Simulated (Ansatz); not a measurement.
**HfN (PbO type): how the settings move a single-point run**

Question: which choices in the input matter for HfN (PbO type)?

Program: Ansatz 0.2.0. Level of theory: reference: DFT PBE, scalar-relativistic, plane waves, PAW, unless a step's input says otherwise. These are calculated values, not measurements.

## 1. The starting structure

It takes space group P4/nmm (No. 129, tetragonal). Conventional cell: a = 3.857 Å, b = 3.857 Å, c = 4.818 Å, α = 90.00°, β = 90.00°, γ = 90.00°. Around Hf (site symmetry 4mm) lie 4 N at 2.11 Å. N (site symmetry -4m2) is surrounded by 4 Hf at 2.11 Å.

Structure file:

```
Hf N
1.0
     3.85671    0.00000    0.00000
     0.00000    3.85671    0.00000
     0.00000    0.00000    4.81847
Hf N
2 2
Direct
  0.50000 0.00000 0.17687
  0.00000 0.50000 0.82313
  0.00000 0.00000 0.00000
  0.50000 0.50000 0.00000
```

## 2. Baseline

input.yaml reads:

```yaml
crystal:
  lattice:
    - [3.8567057347, 0.0, 0.0]
    - [0.0, 3.8567057347, 0.0]
    - [0.0, 0.0, 4.8184718836]
  atoms:
    - { symbol: Hf, position: [0.5, 0.0, 0.1768716561] }
    - { symbol: Hf, position: [0.0, 0.5, 0.8231283439] }
    - { symbol: "N", position: [0.0, 0.0, 0.0] }
    - { symbol: "N", position: [0.5, 0.5, 0.0] }
basis:
  ecutwfc: 420
  ecutrho_ratio: 4
kpoints:
  mp_grid: { grid: [10, 10, 8] }
  band_path:
    path:
      - [[0.0, 0.0, 0.0], [0.0, 0.5, 0.0], [0.5, 0.5, 0.0], [0.0, 0.0, 0.0], [0.0, 0.0, 0.5], [0.0, 0.5, 0.5], [0.5, 0.5, 0.5], [0.0, 0.0, 0.5]]
      - [[0.0, 0.5, 0.0], [0.0, 0.5, 0.5]]
      - [[0.5, 0.5, 0.0], [0.5, 0.5, 0.5]]
    npoints: 14
hamiltonian:
  xc: pbe
scf:
  occupations: { method: gaussian, width: 0.05 }
  n_extra_bands: 18
output:
  forces: true
  stress: true
  eigenvalues: true
  populations: true
  dos: { projected: true, de: 0.02, nscf_kmesh: { grid: [15, 15, 12] } }
  bader: true
  write_density: true
  write_potential: true
  elf: true
  volumetric_format: npy
```

Command:

```sh
$ ansatz run input.yaml --threads 2 --pin off --max-ram 2662MiB --backend cpu --events-out ev --progress --plain --runs-dir out
```

The main lines of its log:

```text
[...]
Basis set: ecut = 420 eV, 1409 PW (Γ), exchange–correlation on 54×54×72 points (8 copies of the dense FFT grid, shifted against one another)
[...]
k-points: 105 of 800
[...]
SCF iter   1: F=—  HF=-32215.144464 eV  |F-HF|=—  |Δ(HF+E_count)|=         —  Δρ=6.52e-3  dr2=2.64e-2  ethr=1.77e-3  ⟨swp⟩=5.3  Hψ=17942  notcnv=0  defer=523
preconditioner: auto → Kerker (q_TF=auto, 2.663 Å⁻¹)  [metal: Δε(μ)=0.036 eV  Ē_g=21.716 eV  σ=0.050 eV  W_gap=0.39  n_scr=28 (ndim 8)  ℏωp=33.4 eV  f_vac=0.004  D(μ)=1.54/eV (n_scr^D=6)]
SCF iter   2: F=—  HF=-32215.143327 eV  |F-HF|=—  |Δ(HF+E_count)|=   1.14e-3  Δρ=3.81e-3  dr2=1.01e-2  ethr=4.25e-5  ⟨swp⟩=1.9  Hψ=6557  notcnv=0  defer=836
[...]
SCF iter   8: F=—  HF=-32215.143723 eV  |F-HF|=—  |Δ(HF+E_count)|=   1.54e-7  Δρ=6.91e-6  dr2=1.08e-7  ethr=1.43e-9  ⟨swp⟩=2.0  Hψ=4738  notcnv=0  defer=836
SCF iter   9: F=-32215.143723 eV  HF=-32215.143723 eV  |F-HF|=4.92e-9  |Δ(HF+E_count)|=   4.43e-8  Δρ=2.10e-6  dr2=7.69e-9  ethr=1.61e-10  ⟨swp⟩=14.2  Hψ=39499  notcnv=0
[...]
SCF converged after 9 iterations
Free energy (F): -32215.143723 eV
[...]
E sigma→0 (E₀):  -32215.142773 eV
[...]
Fermi energy:    13.921341 eV
[...]
  P = ⅓ Tr σ = 0.0084 GPa (0.084 kbar)
[...]
```

Run time: 55 s. Hardware: 2 threads of Arm Neoverse V2, shared host; peak memory 0.72 GiB.

## 3. Changed: mp_grid.grid [12, 12, 10], occupations.width 0.025

input.yaml reads:

```yaml
crystal:
  lattice:
    - [3.8567057347, 0.0, 0.0]
    - [0.0, 3.8567057347, 0.0]
    - [0.0, 0.0, 4.8184718836]
  atoms:
    - { symbol: Hf, position: [0.5, 0.0, 0.1768716561] }
    - { symbol: Hf, position: [0.0, 0.5, 0.8231283439] }
    - { symbol: "N", position: [0.0, 0.0, 0.0] }
    - { symbol: "N", position: [0.5, 0.5, 0.0] }
basis:
  ecutwfc: 420
  ecutrho_ratio: 4
kpoints:
  mp_grid: { grid: [12, 12, 10] }
hamiltonian:
  xc: pbe
scf:
  occupations: { method: gaussian, width: 0.025 }
output:
  forces: true
  stress: true
```

Command:

```sh
$ ansatz run input.yaml --threads 2 --pin off --max-ram 2662MiB --backend cpu --events-out ev --progress --plain --runs-dir out
```

Output, shortened:

```text
Warning: RAYON_NUM_THREADS=2 ignored (pool sized by the plan → 2); use --threads N
[...]
Pseudopotentials: kind: paw
Pseudopotential: Hf, paw, valence charge 26, recommended cutoff 420 eV (normal), Hf.paw.azcp
Pseudopotential: N, paw, valence charge 5, recommended cutoff 420 eV (normal), N.paw.azcp
Functional definition: PBE
[...]
Crystal: 4 atoms, lattice volume = 71.671 Å³
Basis set: ecut = 420 eV, 1409 PW (Γ), exchange–correlation on 54×54×72 points (8 copies of the dense FFT grid, shifted against one another)
Bands: 37, of which v1, the nominal top of the filled ones, is band 31 counted from 1 (30 counted from 0)
Symmetry: 16 space group operations
Space group: P4/nmm (ITA 129), of the structure as read, at distance tolerance 4.2e-5 Å
k-points: 168 of 1440
[...]
SCF iter   1: F=—  HF=-32215.142405 eV  |F-HF|=—  |Δ(HF+E_count)|=         —  Δρ=6.54e-3  dr2=2.65e-2  ethr=1.77e-3  ⟨swp⟩=5.0  Hψ=19696  notcnv=0  defer=21
[...]
SCF iter   8: F=-32215.141961 eV  HF=-32215.141961 eV  |F-HF|=1.98e-8  |Δ(HF+E_count)|=   2.83e-8  Δρ=5.15e-6  dr2=3.77e-8  ethr=1.61e-10  ⟨swp⟩=5.0  Hψ=24917  notcnv=0
[...]
SCF converged after 8 iterations
Free energy (F): -32215.141961 eV
[...]
E sigma→0 (E₀):  -32215.141712 eV
Entropy (-TS):   -0.000498 eV (-0.125 meV/atom)
Fermi energy:    13.933517 eV
[...]
--- Forces (eV/Å), atoms counted from 1 ---
  atom   1  Hf    -0.00000000     0.00000000    -0.00190759
  atom   2  Hf     0.00000000     0.00000000     0.00190759
  atom   3  N     -0.00000000     0.00000000    -0.00000000
  atom   4  N      0.00000000     0.00000000     0.00000000
[...]
--- Stress (GPa, compression-positive) ---
        0.021737       0.000000       0.000000
        0.000000       0.021737      -0.000000
        0.000000      -0.000000       0.000608
  P = ⅓ Tr σ = 0.0147 GPa (0.147 kbar)
```

Wall time 13 s (2 threads of Arm Neoverse V2, shared host); peak memory 0.56 GiB.

Changing the k-point mesh and smearing hardly moves the energy: +0.3 meV/atom.

## 4. Variant: starting moments, chi_scale 0.0, spin_polarized true

input.yaml reads:

```yaml
crystal:
  lattice:
    - [3.8567057347, 0.0, 0.0]
    - [0.0, 3.8567057347, 0.0]
    - [0.0, 0.0, 4.8184718836]
  atoms:
    - { symbol: Hf, position: [0.5, 0.0, 0.1768716561], spin: 3.0 }
    - { symbol: Hf, position: [0.0, 0.5, 0.8231283439], spin: 3.0 }
    - { symbol: "N", position: [0.0, 0.0, 0.0], spin: 3.0 }
    - { symbol: "N", position: [0.5, 0.5, 0.0], spin: 2.0 }
basis:
  ecutwfc: 420
  ecutrho_ratio: 4
kpoints:
  mp_grid: { grid: [10, 10, 8] }
hamiltonian:
  xc: pbe
scf:
  occupations: { method: gaussian, width: 0.05 }
  initial_density: { chi_scale: 0.0 }
output:
  forces: true
  stress: true
magnetization:
  spin_polarized: true
```

Command:

```sh
$ ansatz run input.yaml --threads 2 --pin off --max-ram 2662MiB --backend cpu --events-out ev --progress --plain --runs-dir out
```

Output, shortened:

```text
Warning: where an SCF of this run starts from atoms to list the orders of its open shells, Hf (sites 0, 1, from 0) starts with 2.00 μB on its 5d shell, in the place of the 3.00 μB that the deck gives it: its open shells can hold no more by Hund's first rule. To start from spheres of the [...]
Warning: RAYON_NUM_THREADS=2 ignored (pool sized by the plan → 2); use --threads N
[...]
[... 4 set-up lines as earlier in the session ...]
[...]
Crystal: 4 atoms, lattice volume = 71.671 Å³
Basis set: ecut = 420 eV, 1409 PW (Γ), exchange–correlation on 54×54×72 points (8 copies of the dense FFT grid, shifted against one another)
Bands: 44, of which v1, the nominal top of the filled ones, is band 31 counted from 1 (30 counted from 0)
Symmetry: 8 space group operations
Space group: P-4m2 (ITA 115), of the structure as read, at distance tolerance 4.2e-5 Å
Magnetic group: BNS 115.283 (UNI 943), of the structure as read, at distance tolerance 4.2e-5 Å
k-points: 105 of 800 (time reversal used)
[...]
WARN: the starting moments were not kept: the SCF closed with an absolute magnetisation of 1.4e-5 μB, where they sum to 11 μB in size (4 sites). That is at most 0.1 of that sum. Measured as dr2_m measures the in/out step, that magnetisation stands 1.2e-11 eV from none, at or under the [...]
SCF converged after 13 iterations
Magnetization: 0.0000 μB (31.0000 up, 31.0000 down)
Absolute magnetization: 0.0000 μB (∫|ρ↑−ρ↓|, with the PAW one-centre terms)
Spin contamination: 0.0000 ħ² per cell (⟨S²⟩ above its minimum at these occupations)
Per-site moments (μB) at R_I (Å): [(9.27381233329242e-7, 0.8696686464882825), (9.273812334315466e-7, 0.8696686464882825), (5.088540867606391e-7, 0.8696686464882825), (5.632933013883333e-7, 0.8696686464882825)]
Free energy (F): -32215.143723 eV
[...]
E sigma→0 (E₀):  -32215.142773 eV
Entropy (-TS):   -0.001900 eV (-0.475 meV/atom)
Fermi energy:    13.921328 eV
[...]
--- Forces (eV/Å), atoms counted from 1 ---
  atom   1  Hf     0.00000000    -0.00000000    -0.00076920
  atom   2  Hf    -0.00000000     0.00000000     0.00076920
  atom   3  N      0.00000000     0.00000000    -0.00000000
  atom   4  N     -0.00000000    -0.00000000     0.00000000
[...]
--- Stress (GPa, compression-positive) ---
        0.003441       0.000000      -0.000000
        0.000000       0.003441       0.000000
       -0.000000       0.000000       0.018704
  P = ⅓ Tr σ = 0.0085 GPa (0.085 kbar)
```

Run time: 50 s. Hardware: 2 threads of Arm Neoverse V2, shared host; peak memory 0.66 GiB.

With the changed spin polarisation and start the energy stays within 0.5 meV/atom: no moment survives, so both runs end on the same non-magnetic state.

## 5. Variant: pseudopotentials.kind nc

input.yaml reads:

```yaml
crystal:
  lattice:
    - [3.8567057347, 0.0, 0.0]
    - [0.0, 3.8567057347, 0.0]
    - [0.0, 0.0, 4.8184718836]
  atoms:
    - { symbol: Hf, position: [0.5, 0.0, 0.1768716561] }
    - { symbol: Hf, position: [0.0, 0.5, 0.8231283439] }
    - { symbol: "N", position: [0.0, 0.0, 0.0] }
    - { symbol: "N", position: [0.5, 0.5, 0.0] }
basis:
  ecutwfc: 420
  ecutrho_ratio: 4
kpoints:
  mp_grid: { grid: [10, 10, 8] }
hamiltonian:
  xc: pbe
  pseudopotentials: { kind: nc }
scf:
  occupations: { method: gaussian, width: 0.05 }
output:
  forces: true
  stress: true
  write_density: true
  write_potential: true
  elf: true
  volumetric_format: npy
```

Command:

```sh
$ ansatz run input.yaml --threads 2 --pin off --max-ram 2662MiB --backend cpu --events-out ev --progress --plain --runs-dir out
```

Output, shortened:

```text
Warning: basis.ecutwfc = 420 eV is below the records' recommended 1240 eV, and the density's cutoff is lower with it unless basis.ecutrho_ratio is high enough to keep the records' density cutoff: compare with a run at a higher cutoff
Warning: basis.ecutrho_ratio = 4 (ecutrho = 1680 eV) is below the records' recommended 4960 eV
Warning: RAYON_NUM_THREADS=2 ignored (pool sized by the plan → 2); use --threads N
[...]
Pseudopotentials: kind: nc
Pseudopotential: Hf, nc, valence charge 26, recommended cutoff 1143 eV (normal), Hf.nc.azcp
Pseudopotential: N, nc, valence charge 5, recommended cutoff 1240 eV (normal), N.nc.azcp
[... 1 set-up line as earlier in the session ...]
[...]
Crystal: 4 atoms, lattice volume = 71.671 Å³
Basis set: ecut = 420 eV, 1409 PW (Γ), exchange–correlation on 54×54×72 points (8 copies of the dense FFT grid, shifted against one another)
Bands: 38, of which v1, the nominal top of the filled ones, is band 31 counted from 1 (30 counted from 0)
[... 2 set-up lines as earlier in the session ...]
k-points: 105 of 800
[...]
SCF iter   1: F=—  HF=-14601.468796 eV  |F-HF|=—  |Δ(HF+E_count)|=         —  Δρ=1.28e0  dr2=6.20e2  ethr=3.10e-3  ⟨swp⟩=7.0  Hψ=18980  notcnv=0
[...]
SCF iter  14: F=-14464.240453 eV  HF=-14464.240453 eV  |F-HF|=5.89e-9  |Δ(HF+E_count)|=   5.88e-8  Δρ=4.17e-6  dr2=7.02e-9  ethr=1.61e-10  ⟨swp⟩=13.8  Hψ=32382  notcnv=0
[...]
SCF converged after 14 iterations
Free energy (F): -14464.240453 eV
[...]
E sigma→0 (E₀):  -14464.236917 eV
Entropy (-TS):   -0.007073 eV (-1.768 meV/atom)
Fermi energy:    13.594190 eV
[...]
--- Forces (eV/Å), atoms counted from 1 ---
  atom   1  Hf     0.00000000     0.00000000    -4.24076261
  atom   2  Hf    -0.00000000     0.00000000     4.24076261
  atom   3  N      0.00000000     0.00000000     0.00000000
  atom   4  N     -0.00000000     0.00000000     0.00000000
[...]
--- Stress (GPa, compression-positive) ---
      -36.278516       0.000000       0.000000
        0.000000     -36.278516      -0.000000
        0.000000      -0.000000     -22.750568
  P = ⅓ Tr σ = -31.7692 GPa (-317.692 kbar)
--- Band table (eV; the first three rows and the last of 105) ---
[...]
```

Wall time 16 s (2 threads of Arm Neoverse V2, shared host); peak memory 0.39 GiB.

A change of potentials puts the total energy on another scale; the pressure goes from 0.0 to -31.8 GPa and the largest force goes from 0.00 to 4.24 eV/Å. The cutoff is far under what these potentials recommend, so these values carry a basis error that can be large.

## 6. Variant: mp_grid.grid [15, 15, 12], xc lda

input.yaml reads:

```yaml
crystal:
  lattice:
    - [3.8567057347, 0.0, 0.0]
    - [0.0, 3.8567057347, 0.0]
    - [0.0, 0.0, 4.8184718836]
  atoms:
    - { symbol: Hf, position: [0.5, 0.0, 0.1768716561] }
    - { symbol: Hf, position: [0.0, 0.5, 0.8231283439] }
    - { symbol: "N", position: [0.0, 0.0, 0.0] }
    - { symbol: "N", position: [0.5, 0.5, 0.0] }
basis:
  ecutwfc: 420
  ecutrho_ratio: 4
kpoints:
  mp_grid: { grid: [15, 15, 12] }
hamiltonian:
  xc: lda
scf:
  occupations: { method: gaussian, width: 0.05 }
output:
  forces: true
  stress: true
  write_density: true
  write_potential: true
  elf: true
  volumetric_format: npy
```

Command:

```sh
$ ansatz run input.yaml --threads 2 --pin off --max-ram 2662MiB --backend cpu --events-out ev --progress --plain --runs-dir out
```

Output, shortened:

```text
Warning: RAYON_NUM_THREADS=2 ignored (pool sized by the plan → 2); use --threads N
[...]
[... 3 set-up lines as earlier in the session ...]
Functional definition: SPW92
[...]
Crystal: 4 atoms, lattice volume = 71.671 Å³
Basis set: ecut = 420 eV, 1409 PW (Γ)
Bands: 38, of which v1, the nominal top of the filled ones, is band 31 counted from 1 (30 counted from 0)
[... 2 set-up lines as earlier in the session ...]
k-points: 252 of 2700
[...]
SCF iter   1: F=—  HF=-31706.240128 eV  |F-HF|=—  |Δ(HF+E_count)|=         —  Δρ=8.19e-3  dr2=4.77e-2  ethr=1.77e-3  ⟨swp⟩=4.6  Hψ=30051  notcnv=0  defer=61
[...]
SCF iter   9: F=-31706.228959 eV  HF=-31706.228959 eV  |F-HF|=3.99e-9  |Δ(HF+E_count)|=   6.86e-8  Δρ=3.24e-6  dr2=1.04e-8  ethr=1.61e-10  ⟨swp⟩=13.7  Hψ=73146  notcnv=0
[...]
SCF converged after 9 iterations
Free energy (F): -31706.228959 eV
[...]
E sigma→0 (E₀):  -31706.227680 eV
Entropy (-TS):   -0.002557 eV (-0.639 meV/atom)
Fermi energy:    13.601645 eV
[...]
--- Forces (eV/Å), atoms counted from 1 ---
  atom   1  Hf    -0.00000000     0.00000000    -0.77830780
  atom   2  Hf     0.00000000     0.00000000     0.77830780
  atom   3  N     -0.00000000     0.00000000    -0.00000000
  atom   4  N      0.00000000     0.00000000     0.00000000
[...]
--- Stress (GPa, compression-positive) ---
       -9.136599       0.000000       0.000000
        0.000000      -9.136599      -0.000000
        0.000000      -0.000000      -5.401041
  P = ⅓ Tr σ = -7.8914 GPa (-78.914 kbar)
--- Band table (eV; the first three rows and the last of 252) ---
[...]
```

Wall time 29 s (2 threads of Arm Neoverse V2, shared host); peak memory 0.67 GiB.

After a change of functional the difference of the totals has no physical meaning; the pressure goes from 0.0 to -7.9 GPa and the largest force goes from 0.00 to 0.78 eV/Å. The k-point mesh changed too.

## 7. Changing settings: mp_grid.shift [0.5, 0.5, 0.5], hubbard.sites [{species: Hf, l: d, u_eff: 8.0}], hubbard.double_counting fll

input.yaml reads:

```yaml
crystal:
  lattice:
    - [3.8567057347, 0.0, 0.0]
    - [0.0, 3.8567057347, 0.0]
    - [0.0, 0.0, 4.8184718836]
  atoms:
    - { symbol: Hf, position: [0.5, 0.0, 0.1768716561] }
    - { symbol: Hf, position: [0.0, 0.5, 0.8231283439] }
    - { symbol: "N", position: [0.0, 0.0, 0.0] }
    - { symbol: "N", position: [0.5, 0.5, 0.0] }
basis:
  ecutwfc: 420
  ecutrho_ratio: 4
kpoints:
  mp_grid: { grid: [10, 10, 8], shift: [0.5, 0.5, 0.5] }
hamiltonian:
  xc: pbe
  hubbard: { sites: [{ species: Hf, l: d, u_eff: 8.0 }], double_counting: fll }
scf:
  occupations: { method: gaussian, width: 0.05 }
output:
  forces: true
  stress: true
```

Command:

```sh
$ ansatz run input.yaml --threads 2 --pin off --max-ram 2662MiB --backend cpu --events-out ev --progress --plain --runs-dir out
```

Output, shortened:

```text
Warning: RAYON_NUM_THREADS=2 ignored (pool sized by the plan → 2); use --threads N
Hf: projections on atomic orbitals take those of the free atom [Kr 4d10] 4f14 5s2 5p6 5d2 6s2, of charge +0.00 (hamiltonian.pseudopotentials.projection_atoms); the dataset's partial waves leave at most 4.9e-5 of an orbital's norm unspanned inside its sphere
N: projections on atomic orbitals take those of the free atom [He] 2s2 2p3, of charge +0.00 (hamiltonian.pseudopotentials.projection_atoms); the dataset's partial waves leave at most 9.3e-9 of an orbital's norm unspanned inside its sphere
[...]
[... 4 set-up lines as earlier in the session ...]
[...]
Crystal: 4 atoms, lattice volume = 71.671 Å³
[...]
k-points: 60 of 800
[...]
SCF iter   1: F=—  HF=-32203.600455 eV  |F-HF|=—  |Δ(HF+E_count)|=         —  Δρ=1.07e-1  dr2=1.06e1  ethr=3.10e-3  ⟨swp⟩=4.4  Hψ=6837  notcnv=0  defer=2
[...]
SCF iter   9: F=-32201.195719 eV  HF=-32201.195719 eV  |F-HF|=2.72e-8  |Δ(HF+E_count)|=   5.25e-7  Δρ=1.04e-5  dr2=9.11e-8  ethr=1.61e-10  ⟨swp⟩=3.8  Hψ=10622  notcnv=0
[...]
SCF converged after 9 iterations
Free energy (F): -32201.195719 eV
[...]
E sigma→0 (E₀):  -32201.194611 eV
Entropy (-TS):   -0.002217 eV (-0.554 meV/atom)
Fermi energy:    15.332558 eV
[...]
--- Forces (eV/Å), atoms counted from 1 ---
  atom   1  Hf     0.00000000     0.00000000     1.44611115
  atom   2  Hf    -0.00000000     0.00000000    -1.44611115
  atom   3  N     -0.00000000     0.00000000     0.00000000
  atom   4  N      0.00000000     0.00000000     0.00000000
[...]
--- Stress (GPa, compression-positive) ---
       12.253915       0.000000      -0.000000
        0.000000      12.253915      -0.000000
       -0.000000      -0.000000       9.738851
  P = ⅓ Tr σ = 11.4156 GPa (114.156 kbar)
Occupation matrices written to <dir>
```

Wall time 7 s (2 threads of Arm Neoverse V2, shared host); peak memory 0.52 GiB.

Changing the k-point mesh, Hubbard U and double counting of the Hubbard term moves the energy by +3.49 eV/atom, and the pressure goes from 0.0 to 11.4 GPa and the largest force goes from 0.00 to 1.45 eV/Å. The U term adds an energy of its own, so the shift says nothing about which run is better.

## 8. Comparison

| run | ending | energy change | pressure (GPa) | gap (eV) | force (eV/Å) | cycles | time |
| --- | --- | --- | --- | --- | --- | --- | --- |
| reference | converged | 0 | 0.0 | 0.00 | 0.00 | 9 | 55 s |
| 1: mp_grid.grid [12, 12, 10], occupations.width 0.025 | converged | +0.3 meV/atom (σ→0) | 0.0 | 0.00 | 0.00 | 8 | 13 s |
| 2: starting moments, chi_scale 0.0, spin_polarized true | converged | 0.0 meV/atom | 0.0 | 0.00 | 0.00 | 13 | 50 s |
| 3: pseudopotentials.kind nc | converged | not comparable | -31.8 | 0.00 | 4.24 | 14 | 16 s |
| 4: mp_grid.grid [15, 15, 12], xc lda | converged | not comparable | -7.9 | 0.00 | 0.78 | 9 | 29 s |
| 5: mp_grid.shift [0.5, 0.5, 0.5], hubbard.sites [{species: Hf, l: d, u_eff: 8.0}], hubbard.double_counting fll | converged | +3.49 eV/atom (Hubbard term changed: no physical gain or loss) | 11.4 | 0.00 | 1.45 | 9 | 7 s |

Times don't compare one to one where runs were asked for different outputs or read a saved state (see the inputs); cycles may leave out searches for a lower state.

Residual by cycle in the longest SCF loop of each run; runs are numbered as in the table. The quantity is the density residual dr2, in eV.

| cycle | reference | run 1 | run 2 | run 3 | run 4 | run 5 |
| --- | --- | --- | --- | --- | --- | --- |
| 1 | 0.0264 | 0.0265 | 7.37 | 620 | 0.0477 | 10.6 |
| 2 | 0.0101 | 0.00566 | 5.62 | 51.7 | 0.00887 | 1.47 |
| 3 | 3.7e-4 | 0.00153 | 0.89 | 40.4 | 0.00264 | 0.208 |
| 5 | 4.8e-6 | 3.8e-5 | 0.0584 | 0.142 | 1.1e-4 | 0.00339 |
| 6 | 3.8e-6 | 3.7e-6 | 0.0176 | 0.0103 | 1.4e-5 | 2.9e-4 |
| 7 | 8.8e-7 | 3.5e-7 | 0.00156 | 0.00124 | 2.0e-6 | 1.6e-5 |
| 8 | 1.1e-7 | 3.8e-8 | 4.8e-5 | 1.6e-5 | 2.1e-7 | 1.3e-6 |
| 9 | 7.7e-9 | - | 4.1e-6 | 8.2e-4 | 1.0e-8 | 9.1e-8 |
| 10 | - | - | 3.3e-7 | 6.4e-4 | - | - |
| 12 | - | - | 4.7e-9 | 8.4e-7 | - | - |
| 13 | - | - | 6.9e-10 | 4.5e-7 | - | - |
| 14 | - | - | - | 7.0e-9 | - | - |

Run 3 ran under the cutoff that the potentials recommend, as the log warns, so basis error is mixed into its values, and swamps them where the cutoff is far short. A changed U is a change of model: its shifts are not errors of convergence.
